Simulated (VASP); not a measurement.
**BeS: relaxation of cell and atoms with r2SCAN**

Crystal: BeS.

```xyz
2
Lattice="0.0000 2.4250 2.4250 2.4250 0.0000 2.4250 2.4250 2.4250 0.0000" Properties=species:S:1:pos:R:3 pbc="T T T"
S     3.6375    3.6375    3.6375
Be    0.0000    0.0000    0.0000
```

| Item | Value |
| --- | --- |
| Program | VASP 6.6.1 |
| Task | relaxation of cell and atoms |
| Functional | r2SCAN |
| Potentials or basis | VASP PAW PBE potentials, release 64 (S, Be) |
| Cutoff | 600 eV |
| k mesh | 9 × 9 × 9 |
| Occupations | fermi-dirac, width 0.05 eV |
| Spin | no spin polarisation |
| Further INCAR settings | ALGO = Normal; EDIFF = 1e-06; IBRION = 2; EDIFFG = -0.02; NSW = 40; ISIF = 3 |

- Relaxed volume: 14.47 Å³/atom
- Relaxed cell: a = 3.446 Å, b = 3.446 Å, c = 3.446 Å, α = 60.00°, β = 60.00°, γ = 60.00°
- Space group after relaxing (to 0.05 Å): F-43m (No. 216)
- Energy gained by relaxing: 0.9 meV/atom
- Ionic steps: 3
- Pressure after relaxing: 0.0 GPa
- Band gap on the k mesh: 3.70 eV, indirect (least direct gap 6.27 eV)

The path:
| step | energy change (eV) | largest force (eV/Å) | pressure (GPa) | volume (Å³) |
| --- | --- | --- | --- | --- |
| 1 | 0.0000 | 0.0000 | 1.45 | 28.52 |
| 2 | -0.0017 | 0.0000 | -0.35 | 29.06 |
| 3 | -0.0018 | 0.0000 | 0.00 | 28.94 |

Final structure:
```
CELL_PARAMETERS angstrom
0.00000 2.43680 2.43680
2.43680 0.00000 2.43680
2.43680 2.43680 0.00000
ATOMIC_POSITIONS crystal
S 0.75000 0.75000 0.75000
Be 0.00000 0.00000 0.00000
```

Levels at points of the mesh, in eV from the valence-band top:
| k point | band 1 | band 2 | band 3 | band 4 | band 5 | band 6 | band 7 | band 8 |
| --- | --- | --- | --- | --- | --- | --- | --- | --- |
| (0.00, 0.00, 0.00) | -14.20 | 0.00 | 0.00 | 0.00 | 6.27 | 6.27 | 6.27 | 6.56 |

Wall time 63 s on 1 thread of Intel(R) Xeon(R) Platinum 8488C (Sapphire Rapids), with other jobs on the host, peak memory 0.15 GiB.

Caveat: the PAW data sets were made with another functional, which shifts forces and pressure a little; an odd mesh through Γ misses points on the zone boundary, where band edges often lie. Zero-point motion and thermal expansion aren't in these numbers.
